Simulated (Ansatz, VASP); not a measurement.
# Cross-check of Si47C48 (C_Si-V_C (Si site 2) axial) between VASP and Ansatz

Aim: how closely do two programs agree when they are given the same cell, functional and k mesh? Of the first pair: The structure shown is the start of the Ansatz relaxation below; VASP solves that cell, so the two are compared at the walk's first step.

Calculated with Ansatz 0.2.0; plane waves, with VASP 6.6.1 beside it; single point at PBE.

### 1. The structure

The cell holds 95 atoms: 47 Si and 48 C. Its edges and angles: a = 10.718 Å, b = 10.718 Å, c = 10.129 Å, α = 90.0°, β = 90.0°, γ = 120.0°. It derives from SiC (SiC (P6_3mc)). Nearest the centre at fractional (0.667, 0.500, 0.844): C84 at 0.94 Å, C90 at 2.34 Å, Si47 at 2.35 Å, C76 at 2.35 Å, Si35 at 2.37 Å, Si45 at 2.38 Å, C88 at 2.44 Å, Si31 at 3.19 Å.

### 2. Ansatz: relaxation, PBE

Ansatz runs on its default PAW (the set named soft_2) files.

The two programs are compared at the cell with which this relaxation starts, whose forces are those of its first step.

Input file input.yaml:

```yaml
crystal:
  lattice:
    - [4.6411886, 2.67959149, 0.0]
    - [-4.6411886, 2.67959149, 0.0]
    - [0.0, 0.0, 10.12929976]
  atoms:
    - { symbol: Si, position: [0.0, 0.0, 0.49984705] }
    - { symbol: Si, position: [0.33333333, 0.66666667, 0.49984705] }
    - { symbol: Si, position: [0.66666667, 0.33333333, 0.49984705] }
    - { symbol: Si, position: [0.0, 0.66666667, 0.24990202] }
    - { symbol: Si, position: [0.33333333, 0.33333333, 0.24990202] }
    - { symbol: Si, position: [0.66666667, 0.0, 0.24990202] }
    - { symbol: Si, position: [0.0, 0.33333333, 0.74990194] }
    - { symbol: Si, position: [0.33333333, 0.0, 0.74990194] }
    - { symbol: Si, position: [0.66666667, 0.66666667, 0.74990194] }
    - { symbol: Si, position: [0.0, 0.0, 0.99984698] }
    - { symbol: Si, position: [0.33333333, 0.66666667, 0.99984698] }
    - { symbol: Si, position: [0.66666667, 0.33333333, 0.99984698] }
    - { symbol: C, position: [0.0, 0.0, 0.18730022] }
    - { symbol: C, position: [0.33333333, 0.66666667, 0.18730022] }
    - { symbol: C, position: [0.66666667, 0.33333333, 0.18730022] }
    - { symbol: C, position: [0.0, 0.0, 0.68730009] }
    - { symbol: C, position: [0.33333333, 0.66666667, 0.68730009] }
    - { symbol: C, position: [0.66666667, 0.33333333, 0.68730009] }
    - { symbol: C, position: [0.0, 0.66666667, 0.43794092] }
    - { symbol: C, position: [0.33333333, 0.33333333, 0.43794092] }
    - { symbol: C, position: [0.66666667, 0.0, 0.43794092] }
    - { symbol: C, position: [0.0, 0.33333333, 0.93794079] }
    - { symbol: C, position: [0.33333333, 0.0, 0.93794079] }
    - { symbol: C, position: [0.66666667, 0.66666667, 0.93794079] }
  supercell: [2, 2, 1]
  defects: [{ substitution: { at: 79, symbol: C } }, { vacancy: 94 }]
basis:
  ecutwfc: 420
  xc_grid: 2
hamiltonian:
  xc: pbe
kpoints:
  mp_grid: { grid: [1, 1, 1] }
scf:
  occupations: { method: fermi_dirac, width: 0.01 }
  max_iter: 60
output:
  forces: true
  charged_corrections:
    epsilon: [7.02, 7.02, 7.32]
    static_epsilon: [10.34, 10.34, 11.03]
    defect_position: [0.666667, 0.5, 0.843921]
relax:
  f_tol: 0.01
  max_steps: 80
  random_displacement: { amplitude: 0.05, seed: 7099 }
checkpoint:
  write: "../q0.relax_smeared.run"
  compress: false
  write_wavefunctions: true
  write_every: 100000
```

The run is started by

```
$ ansatz run input.yaml --threads 4 --pin off --max-ram 9420MiB --backend cpu --events-out ev --progress --plain --runs-dir out
```

Numbers of over 12 decimals in the logs are rounded to 6 here.

What it wrote:

```text
Engine: ansatz 0.2.0, aarch64-unknown-linux-gnu
Pseudopotentials: kind: paw
Pseudopotential: Si, paw, valence charge 4, recommended cutoff 420 eV (normal), Si.paw.azcp
Pseudopotential: C, paw, valence charge 4, recommended cutoff 420 eV (normal), C.paw.azcp
Functional definition: PBE
  parameter kappa = 0.804
  parameter beta = 0.066725
  exchange = pbe_x(kappa = kappa, mu = beta*pi^2/3)
  correlation = pbe_c(beta = beta)
Crystal: 95 atoms, lattice volume = 1007.783 Å³
Basis set: ecut = 420 eV, 19671 PW (Γ), exchange–correlation on 144×144×144 points (8 copies of the dense FFT grid, shifted against one another)
Bands: 285, of which v1, the nominal top of the filled ones, is band 190 counted from 1 (189 counted from 0)
Symmetry: 1 space group operations
k-points: 1
Non-local potential: Si, projectors of the file, l = 0: 2, l = 1: 2, l = 2: 2
Non-local potential: C, projectors of the file, l = 0: 2, l = 1: 2, l = 2: 1
PAW form: soft (Blöchl's): semilocal exchange-correlation on the pseudo side does not see the compensation charge
PAW one-centre angular grid: Si, 110 points (default); XC on 64 Gauss nodes
PAW one-centre angular grid: C, 110 points (default); XC on 64 Gauss nodes
Initial density: superposition of atomic densities (neutral atoms: chi_scale 0, normalization atom), corrected by the library's trained network
Initial wavefunctions: pseudopotential atomic-orbital guess
Functional: x = pbe(κ = 0.804, μ = 0.219515), c = pbe(β = 0.066725)
SCF iter   1: F=—  HF=-41936.236324 eV  |F-HF|=—  |Δ(HF+E_count)|=         —  Δρ=7.51e-3  dr2=9.91e-1  ethr=1.77e-3  ⟨swp⟩=6.0  Hψ=1311  notcnv=0  defer=37
preconditioner: auto → Resta (q_TF=auto, 2.319 Å⁻¹)  ε∞=4.8  [insulator: Δε(μ)=0.782 eV  Ē_g=11.654 eV  σ=0.010 eV  W_gap=1.00  n_scr=210 (ndim 8)  ℏωp=22.8 eV  f_vac=0.000  D(μ)=0.00/eV (n_scr^D=0)  ε∞_Penn≈4.8]
SCF iter   2: F=—  HF=-41936.067749 eV  |F-HF|=—  |Δ(HF+E_count)|=   1.69e-1  Δρ=3.50e-3  dr2=2.65e-1  ethr=2.61e-4  ⟨swp⟩=2.0  Hψ=332  notcnv=0  defer=82
SCF iter   3: F=—  HF=-41936.008501 eV  |F-HF|=—  |Δ(HF+E_count)|=   5.92e-2  Δρ=6.94e-4  dr2=6.44e-3  ethr=6.98e-5  ⟨swp⟩=3.0  Hψ=347  notcnv=0  defer=87
SCF iter   4: F=—  HF=-41936.007479 eV  |F-HF|=—  |Δ(HF+E_count)|=   1.02e-3  Δρ=2.19e-4  dr2=8.15e-4  ethr=1.69e-6  ⟨swp⟩=2.0  Hψ=507  notcnv=0  defer=87
SCF iter   5: F=—  HF=-41936.009105 eV  |F-HF|=—  |Δ(HF+E_count)|=   1.63e-3  Δρ=4.65e-5  dr2=2.52e-5  ethr=2.14e-7  ⟨swp⟩=2.0  Hψ=337  notcnv=0  defer=87
SCF iter   6: F=-41936.009111 eV  HF=-41936.009111 eV  |F-HF|=2.29e-7  |Δ(HF+E_count)|=   5.94e-6  Δρ=1.12e-5  dr2=1.62e-6  ethr=6.58e-10  ⟨swp⟩=4.0  Hψ=859  notcnv=0
SCF 1 converged in 6 iterations: F = -41936.009111 eV  dr2 = 1.62e-6
  greatest PAW one-centre occupation: 0.659 electrons in one spin orbital (limit 2), on the C atom at site 79 (counted from 0), in its partial waves of l = 0
relax step   1: F+E_penalty+E_count = -41936.00911074 eV  Δ(F+E_penalty+E_count) = +0.000e0 eV  max|allowed force component| = 2.062e0 eV/Å  Δτ_max = 0.0000 Å  (6 SCF iters, dr2 threshold 2.50e-6 eV, accepted)
Initial density: handed on by an earlier stage of this run
Initial wavefunctions: those handed on with the density
iter 1 solved again at ethr=3.48e-4 eV; its pass at ethr=3.10e-3 eV (dr2=1.32e0 eV) is discarded
SCF iter   1: F=—  HF=-41939.349456 eV  |F-HF|=—  |Δ(HF+E_count)|=         —  Δρ=1.08e-2  dr2=1.32e0  ethr=3.48e-4  ⟨swp⟩=1.0  Hψ=1339  notcnv=0  defer=53
preconditioner: auto → Resta (q_TF=auto, 2.319 Å⁻¹)  ε∞=4.8  [insulator: Δε(μ)=0.445 eV  Ē_g=11.688 eV  σ=0.010 eV  W_gap=1.00  n_scr=210 (ndim 8)  ℏωp=22.8 eV  f_vac=0.000  D(μ)=0.00/eV (n_scr^D=0)  ε∞_Penn≈4.8]
SCF iter   2: F=—  HF=-41939.069165 eV  |F-HF|=—  |Δ(HF+E_count)|=   2.80e-1  Δρ=5.34e-3  dr2=2.90e-1  ethr=3.47e-4  ⟨swp⟩=3.0  Hψ=349  notcnv=0  defer=53
SCF iter   3: F=—  HF=-41938.996437 eV  |F-HF|=—  |Δ(HF+E_count)|=   7.27e-2  Δρ=6.98e-4  dr2=4.14e-3  ethr=7.64e-5  ⟨swp⟩=2.0  Hψ=349  notcnv=0  defer=87
SCF iter   4: F=—  HF=-41938.998707 eV  |F-HF|=—  |Δ(HF+E_count)|=   2.27e-3  Δρ=1.22e-4  dr2=2.18e-4  ethr=1.09e-6  ⟨swp⟩=2.0  Hψ=466  notcnv=0  defer=87
iter 5 did not close the SCF: its close was put off for the readings that it lacked (scf_convergence_deferred on its scf_iter line)
SCF iter   5: F=-41938.998739 eV  HF=-41938.998738 eV  |F-HF|=9.04e-7  |Δ(HF+E_count)|=   3.08e-5  Δρ=2.97e-5  dr2=9.49e-6  ethr=5.74e-8  ⟨swp⟩=2.0  Hψ=342  notcnv=0  defer=87
SCF iter   6: F=-41938.998741 eV  HF=-41938.998741 eV  |F-HF|=3.59e-8  |Δ(HF+E_count)|=   3.14e-6  Δρ=5.73e-6  dr2=3.53e-7  ethr=2.50e-9  ⟨swp⟩=1.0  Hψ=676  notcnv=0
SCF 2 converged in 6 iterations: F = -41938.998741 eV  dr2 = 3.53e-7
  greatest PAW one-centre occupation: 0.647 electrons in one spin orbital (limit 2), on the C atom at site 47 (counted from 0), in its partial waves of l = 0
[...]
--- Relaxed structure (7 steps of the walk, 7 accepted, 0 SCFs on fresh bases) ---
  F+E_penalty+E_count = -41940.65696444 eV   max|allowed force component| = 7.439e-3 eV/Å
  atoms:
    - { symbol: Si, position: [-0.00169471, -0.00161478, 0.501051] }
    - { symbol: Si, position: [0.166872, 0.332109, 0.501047] }
    - { symbol: Si, position: [0.332463, 0.165507, 0.500300] }
    - { symbol: Si, position: [3.555264086463339e-6, 0.332742, 0.250827] }
    - { symbol: Si, position: [0.165785, 0.165240, 0.250828] }
    - { symbol: Si, position: [0.332205, -0.0011637, 0.250828] }
    - { symbol: Si, position: [-0.000561985, 0.165812, 0.747749] }
    - { symbol: Si, position: [0.164537, -0.00241533, 0.749566] }
    - { symbol: Si, position: [0.341185, 0.336484, 0.748902] }
    - { symbol: Si, position: [-0.00165257, -0.00279244, 1.000536] }
    - { symbol: Si, position: [0.168019, 0.333323, 1.000537] }
    - { symbol: Si, position: [0.332158, 0.165199, 1.001176] }
    - { symbol: C, position: [-0.00125487, -0.00149555, 0.187325] }
    - { symbol: C, position: [0.166745, 0.332437, 0.187330] }
    - { symbol: C, position: [0.332417, 0.165462, 0.187868] }
    - { symbol: C, position: [-0.00398992, -0.00531161, 0.687890] }
    - { symbol: C, position: [0.170565, 0.333519, 0.687887] }
    - { symbol: C, position: [0.332256, 0.165302, 0.687473] }
    - { symbol: C, position: [0.000204258, 0.332656, 0.438708] }
    - { symbol: C, position: [0.165510, 0.165053, 0.438705] }
    - { symbol: C, position: [0.332012, -0.00144589, 0.438706] }
    - { symbol: C, position: [-0.0005605, 0.165812, 0.937318] }
    - { symbol: C, position: [0.165428, -0.00152988, 0.938262] }
    - { symbol: C, position: [0.337477, 0.333249, 0.937999] }
    - { symbol: Si, position: [-0.000246734, 0.499161, 0.500304] }
    - { symbol: Si, position: [0.165341, 0.831345, 0.501051] }
    - { symbol: Si, position: [0.333909, 0.666198, 0.501043] }
    - { symbol: Si, position: [-0.000212269, 0.832835, 0.251551] }
    - { symbol: Si, position: [0.166419, 0.665562, 0.250830] }
    - { symbol: Si, position: [0.332407, 0.499158, 0.251560] }
    - { symbol: Si, position: [-0.00897233, 0.661403, 0.748913] }
    - { symbol: Si, position: [0.167665, 0.499155, 0.749566] }
    - { symbol: Si, position: [0.332772, 0.832489, 0.747749] }
    - { symbol: Si, position: [6.570518855131269e-5, 0.499159, 1.001172] }
    - { symbol: Si, position: [0.164171, 0.831397, 1.000532] }
    - { symbol: Si, position: [0.333850, 0.664991, 1.000537] }
    - { symbol: C, position: [-0.000209365, 0.499154, 0.187868] }
    - { symbol: C, position: [0.165464, 0.831794, 0.187325] }
    - { symbol: C, position: [0.333462, 0.665869, 0.187327] }
    - { symbol: C, position: [-4.845088299126887e-5, 0.499157, 0.687477] }
    - { symbol: C, position: [0.161643, 0.829053, 0.687890] }
    - { symbol: C, position: [0.336198, 0.664787, 0.687885] }
    - { symbol: C, position: [-0.00129771, 0.831744, 0.439000] }
    - { symbol: C, position: [0.166702, 0.665653, 0.438707] }
    - { symbol: C, position: [0.333520, 0.499156, 0.439005] }
    - { symbol: C, position: [-0.0052504, 0.661882, 0.938007] }
    - { symbol: C, position: [0.166795, 0.499157, 0.938263] }
    - { symbol: C, position: [0.332772, 0.832491, 0.937318] }
[...]
- { symbol: Si, position: [0.499696, 0.833057, 0.250824] }
    - { symbol: Si, position: [0.666121, 0.666848, 0.251694] }
    - { symbol: Si, position: [0.833792, 0.499159, 0.251696] }
    - { symbol: Si, position: [0.503855, 0.661823, 0.748899] }
[...]
- { symbol: Si, position: [0.828360, 0.824072, 0.748915] }
    - { symbol: Si, position: [0.498813, 0.499172, 1.005675] }
    - { symbol: Si, position: [0.666118, 0.833114, 1.001175] }
    - { symbol: Si, position: [0.833272, 0.666305, 1.005661] }
[...]
- { symbol: C, position: [0.518970, 0.499150, 0.686965] }
    - { symbol: C, position: [0.666113, 0.833002, 0.687477] }
    - { symbol: C, position: [0.813250, 0.646291, 0.686967] }
    - { symbol: C, position: [0.499608, 0.833249, 0.438706] }
    - { symbol: C, position: [0.666116, 0.666709, 0.437314] }
    - { symbol: C, position: [0.833664, 0.499157, 0.437318] }
    - { symbol: C, position: [0.503380, 0.665075, 0.937997] }
    - { symbol: C, position: [0.828830, 0.827778, 0.938008] }
```

### 3. VASP: single point, PBE, start cell, pair 1

The same cell, functional, mesh and smearing now go to VASP, with its own data sets.

Lines of VASP's logs that name or quote its potential files are left out, and so is its time.

Input file INCAR:

```
SYSTEM = Si47C48
PREC = Accurate
ENCUT = 520
EDIFF = 1E-06
NELM = 120
ISMEAR = -1
SIGMA = 0.01
LREAL = Auto
ALGO = Normal
GGA = PE
NBANDS = 256
LORBIT = 11
LWAVE = .FALSE.
LCHARG = .FALSE.
ISIF = 2
LASPH = .TRUE.
GGA_COMPAT = .FALSE.
EFERMI = MIDGAP
NCORE = 2
```

Input file POSCAR:

```
Si47C48
1.0
    9.2823771921      5.3591829706      0.0000000000
   -9.2823771921      5.3591829706      0.0000000000
    0.0000000000      0.0000000000     10.1292997616
Si C
47 48
Direct
    0.9964911409      0.9950764171      0.4981794516
    0.1709891366      0.3333606896      0.5017385327
[... 6 atom lines left out ...]
    0.3311217771      0.3281650992      0.7485680332
    0.9953110026      0.9984550248      0.0021242572
    0.1666682006      0.3286879040      0.0002885923
    0.3377199138      0.1689879211      0.9969853038
[... 6 atom lines left out ...]
    0.9995414465      0.6635180198      0.7537290020
[... 2 atom lines left out ...]
    0.0038919513      0.4988096760      0.9990516855
    0.1650219073      0.8306229567      0.9955922164
[... 2 atom lines left out ...]
    0.6709979409      0.3327864101      0.5004576939
[... 1 atom line left out ...]
    0.4948858878      0.3297717184      0.2510300870
[... 2 atom lines left out ...]
    0.5011897501      0.1705783198      0.7531972772
[... 1 atom line left out ...]
    0.8284163735      0.3292483366      0.7488527518
[... 1 atom line left out ...]
    0.6678312663      0.3318991085      0.9955256767
    0.8283406733      0.1630214483      0.0012452231
    0.4960540929      0.5003058055      0.5021871324
[... 1 atom line left out ...]
    0.8372535979      0.6667418888      0.4971117568
[... 1 atom line left out ...]
    0.6715505150      0.6710718660      0.2497592192
    0.8302844232      0.4982904807      0.2458374279
    0.5009793692      0.6715389110      0.7484686186
    0.8361546155      0.8375033002      0.7529278607
    0.4996066933      0.5036076081      0.9970129464
    0.6627750809      0.8282445472      0.9990807102
    0.8279617540      0.6636477029      0.9997424539
[... 3 atom lines left out ...]
    0.9964336849      0.9947638540      0.6867217047
[... 1 atom line left out ...]
    0.3284974704      0.1622543876      0.6867765950
[... 5 atom lines left out ...]
    0.3285358944      0.3320715189      0.9398357462
    0.9977910736      0.5017819051      0.1839926790
[... 2 atom lines left out ...]
    0.0010526508      0.5045173241      0.6896666270
    0.1618895305      0.8287997273      0.6870765170
[... 4 atom lines left out ...]
    0.0034711535      0.6662645170      0.9349191181
[... 3 atom lines left out ...]
    0.6665309811      0.3340541882      0.1921637276
[... 2 atom lines left out ...]
    0.6660954128      0.3336681761      0.6921643317
[... 1 atom line left out ...]
    0.5043928833      0.3351770707      0.4351087542
[... 2 atom lines left out ...]
    0.5022496979      0.1642121527      0.9403428889
[... 1 atom line left out ...]
    0.8344429805      0.3295633679      0.9394865612
    0.6614775671      0.4983410161      0.7507817104
    0.4965480046      0.4968220723      0.1838363010
    0.6717373101      0.8362005686      0.1856720646
    0.8359260877      0.6650094176      0.1902922261
    0.4974854116      0.4999781998      0.6831350797
    0.6691066523      0.8348809974      0.6916871023
    0.8289626593      0.6623420870      0.6890889957
[... 1 atom line left out ...]
    0.6634464864      0.6655917343      0.4418571970
    0.8371869624      0.4987773142      0.4388286559
    0.4963265978      0.6678055161      0.9361741900
    0.8344421613      0.8374151067      0.9410070019
```

Input file KPOINTS:

```
Automatic mesh
0
Gamma
1 1 1
0 0 0
```

PAW data sets: Si and C (PBE family, release 64).

The run is started by

```
$ mpirun -np 8 vasp_gam
```

What it wrote:

```text
[banner, memory and clock lines left out]
running    8 mpi-ranks, on    1 nodes
[...]
LDA part: xc-table for (Slater+PW92), standard interpolation
 POSCAR, INCAR and KPOINTS ok, starting setup
[...]
entering main loop
       N       E                     dE             d eps       ncg     rms          rms(c)
DAV:   1     0.227412004373E+04    0.22741E+04   -0.19749E+05   512   0.142E+03
DAV:   2    -0.527752177299E+03   -0.28019E+04   -0.26109E+04   672   0.282E+02
DAV:   3    -0.784120891308E+03   -0.25637E+03   -0.25309E+03   616   0.822E+01
DAV:   4    -0.791242935844E+03   -0.71220E+01   -0.70880E+01   632   0.153E+01
[...]
DAV:  15    -0.705662522132E+03   -0.54801E-05   -0.14166E-05   568   0.702E-03    0.424E-03
DAV:  16    -0.705662523374E+03   -0.12420E-05   -0.13506E-06   352   0.215E-03    0.215E-03
DAV:  17    -0.705662523483E+03   -0.10885E-06   -0.46615E-07   304   0.128E-03
   1 F= -.70566252E+03 E0= -.70566252E+03  d E =-.105627E-05
```

OUTCAR, selected parts (step 3):

```text
  FREE ENERGIE OF THE ION-ELECTRON SYSTEM (eV)
  ---------------------------------------------------
  free  energy   TOTEN  =      -705.6625234832 eV

  energy  without entropy=     -705.6625224269  energy(sigma->0) =     -705.66252296
```

The run ends at a pressure of -1.09 GPa, with forces up to 2.4 eV/Å.

### 4. Differences

Known differences besides the potentials themselves: the cutoff is 420 eV in Ansatz and 520 eV in VASP (PREC = Accurate, projectors in real space). Total energies have different zeros and are not compared.

Forces on 10 of the 95 atoms, those with the largest forces and the largest differences (eV/Å; atoms numbered as in POSCAR):

| atom | Ansatz x, y, z | VASP x, y, z |
| --- | --- | --- |
| Si13 | 0.901, -0.609, 1.870 | 0.898, -0.606, 1.870 |
| Si39 | -0.792, -1.298, 1.555 | -0.793, -1.297, 1.551 |
| Si44 | 0.744, -2.062, -0.507 | 0.738, -2.059, -0.504 |
| C59 | 1.893, 1.168, -0.986 | 1.893, 1.160, -0.994 |
| C66 | 1.086, 0.154, -1.711 | 1.087, 0.146, -1.714 |
| C76 | -1.877, 0.726, -0.718 | -1.875, 0.726, -0.718 |
| C81 | -1.036, 0.321, -0.655 | -1.037, 0.317, -0.670 |
| C83 | -1.012, 0.548, -0.454 | -1.004, 0.556, -0.465 |
| C85 | -0.027, 0.990, 0.218 | -0.019, 0.986, 0.230 |
| C88 | 1.504, 0.579, 1.581 | 1.499, 0.576, 1.584 |

The forces differ by 3.7 meV/Å r.m.s., which is 0.5 % of the r.m.s. force of 0.798 eV/Å (both taken over all components).

### 5. Ansatz: single point, PBE, pair 2

A single point gives forces, pressure and levels at one fixed geometry, so differences don't come from the geometry; what else differs is listed under the comparison.

The cell is taken from a series of runs on this material, whose earlier steps may have relaxed, scaled, displaced or heated it; both programs get it as it stands.

input.yaml, the sections that differ from step 2:

```yaml
crystal:
  checkpoint: "../qp1_M1.relax_smeared.run"
  host: checkpoint
output:
  forces: true
  eigenvalues: true
  charged_corrections: { defect_position: [0.666667, 0.5, 0.843921] }
checkpoint:
  read: "../qp1_M1.relax_smeared.run"
  write: "../qp1_M1.point_neutral.run"
  compress: false
  write_wavefunctions: false
  write_every: 100000
magnetization:
  spin_polarized: true
  initial_magnetization: 2
  spin_locking: { lock_magnetization: hard }
# basis, hamiltonian, kpoints, scf: as in step 2
# relax: removed
```

The run is started by

```
$ ansatz run input.yaml --threads 4 --pin off --max-ram 9420MiB --backend cpu --events-out ev --progress --plain --runs-dir out
```

What it wrote:

```text
checkpoint.read: neither the saved density nor the saved orbitals are used: the state is of another total charge, and does not settle where this run's electrons and spins go. The run starts from its atoms. Which states do: the manual's quickstart, A charge series.
[...]
atom  38  C      0.01105298     0.03548252     0.04520737
  atom  39  C     -0.03297903    -0.00741493     0.04448991
[...]
atom  92  C     -0.00468068     0.00550660     0.04995571
  atom  93  C      0.00668019     0.00298466     0.04955155
  atom  94  C     -0.29835883    -0.12255206    -0.14354642
  atom  95  C     -0.04784976     0.33670301    -0.15147800
  max |Σ_I F_I| component: 2.14e-5 eV/Å
--- Band table (eV) ---
  k-point 0 ↑: bands = [... 186 lower, 8.9028, 9.0584, 9.0587, 10.4177, 11.3127, 11.3148, 11.5345, 11.5564, ... 92 higher]
  k-point 0 ↓: bands = [... 186 lower, 8.9551, 9.0693, 9.0694, 10.9178, 11.4511, 11.4564, 11.6066, 11.6081, ... 92 higher]
```

(Part 1 of 2 ends here.)

[Lines on the potential files, build, host, timing and source positions are cut from VASP's logs without a mark.]

[Logs are printed without paths, hosts, clocks, repeated set-up lines and the standing remarks that a program may print on its own settings, such as how far it seeks lower states.]

[Hosts, paths, dates, database ids (printed as entryN), source tags and the programs' standing remarks are cut or masked in the printed files.]
